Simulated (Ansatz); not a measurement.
Runs of Ansatz 0.2.0 on Zn. It takes space group Im-3m (No. 229, cubic). The conventional cell has a = 3.138 Å, b = 3.138 Å, c = 3.138 Å, α = 90.00°, β = 90.00°, γ = 90.00°. Zn (site symmetry m-3m) has 8 Zn at 2.72 Å as nearest neighbours. This isn't the form of Zn at room conditions, which is hcp.

| task | level | atoms under strain | gap on the mesh (eV) | pressure (GPa) |
| --- | --- | --- | --- | --- |
| phonons | PBE | - | none | - |
| phonons | PBEsol | - | none | - |
| elastic constants | PBE | clamped | none | -0.6 |
| elastic constants | PBEsol | relaxed | none | (a) |

Alike in all rows: potentials or basis Ansatz PAW; no spin polarisation; cell as given; k mesh 9 × 9 × 9; cutoff (eV) 420; smearing fermi-dirac 0.05 eV.

Q: Fill in the values left out.

A: (a) -5.4.

Caveats: the PAW data sets come from PBE, with cores solved anew for the run's functional, which leaves a small shift of forces and pressure (some runs); elastic constants of metals need much finer meshes, so these are rough (some runs); the cell is more than 3 GPa from zero pressure, which shifts response properties (some runs).

A gap of «none» marks a metal or a gap under the smearing width.
